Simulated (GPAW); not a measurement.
A run of GPAW 26.7.0:

run.py

```python
from ase.dft.bandgap import bandgap
from ase.io import write
from ase.spacegroup import crystal
from gpaw import GPAW, PW
from gpaw.response.df import DielectricFunction

# Ni 4a
# O 4b
atoms = crystal(['Ni', 'O'],
                basis=[[0.0, 0.0, 0.0],
                       [0.5, 0.0, 0.0]],
                spacegroup=225, setting=1,  # Fm-3m
                cellpar=[4.17180328, 4.17180328, 4.17180328, 90.0, 90.0, 90.0],
                primitive_cell=True)
atoms.set_initial_magnetic_moments([1.0, 0.0])

calc = GPAW(mode=PW(650),
            xc='PBE',
            kpts={'size': (9, 9, 9), 'gamma': True},
            occupations={'name': 'fermi-dirac', 'width': 0.05},
            setups={'Ni': 'v3'},
            nbands=-11,
            convergence={'density': 1e-06},
            maxiter=150,
            txt='gpaw.txt')
atoms.calc = calc
energy = atoms.get_potential_energy()
calc.write('gs.gpw')
write('result.traj', atoms)
print(f'Energy: {energy:.6f} eV')
print('Moments:', calc.get_magnetic_moments().round(3))
print('Fermi level:', round(calc.get_fermi_level(), 4), 'eV')
print(f'Gap: {bandgap(calc)[0]:.4f} eV, direct: {bandgap(calc, direct=True)[0]:.4f} eV')

dense = calc.fixed_density(kpts={'size': (24, 24, 24), 'gamma': True},
                           nbands=50, convergence={'bands': 44},
                           update_fermi_level=True, txt='dense.txt')
dense.write('dense.gpw', mode='all')

df = DielectricFunction('dense.gpw', frequencies={'type': 'nonlinear', 'domega0': 0.05, 'omega2': 10},
                        eta=0.1, ecut=40, nbands=44, rate='eta', txt='df.txt')
for direction in ['x']:
    df.get_dielectric_function(xc='RPA', direction=direction, filename=f'df_{direction}.csv')
```

Potentials or basis: GPAW PAW data sets (gpaw-data 1.2.1), newer versions, pw.

Command:

```console
$ OMP_NUM_THREADS=1 python run.py
```

Hardware: 1 thread of Arm Neoverse V1, with other jobs on the host.

**Question.** How long does it take, and how much memory?

**Answer.** It took 21 min on 1 thread of Arm Neoverse V1 (shared host), peak memory 0.88 GiB. Counts: scf iterations 44, plane waves 701, bands 23, k points 35.
